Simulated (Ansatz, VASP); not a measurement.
# Cd in VASP and in Ansatz

```
Cd
1.0
     0.00000    2.29980    2.29980
     2.29980    0.00000    2.29980
     2.29980    2.29980    0.00000
Cd
1
Direct
  0.00000 0.00000 0.00000
```

This isn't the form of Cd at room conditions, which is hcp.

Alike in both runs: functional RPBE; k mesh 10 × 10 × 10; no spin polarisation.

Ansatz relaxed the structure, and its values are those at the end. VASP's run is a single point on that final structure, the one shown.

|  | VASP | Ansatz |
| --- | --- | --- |
| version | VASP 6.6.1 | Ansatz 0.2.0 |
| potentials or method | VASP PAW PBE potentials, release 64 (Cd) | plane waves, PAW |
| plane-wave cutoff (eV) | 520 | 420 |
| occupations | methfessel-paxton of order 1, width 0.1 eV | cold, width 0.1 eV |
| valence electrons in the cell | 12 | 20 |

Ansatz gave:

| Item | Value |
| --- | --- |
| pressure (GPa) | 0.0 |

Q: Which values does VASP return?

A: Pressure (GPa): 0.2.

The two sets of potentials don't hold the same shells in valence.

Caveats: the PAW data sets were made with another functional, which shifts forces and pressure a little (VASP).
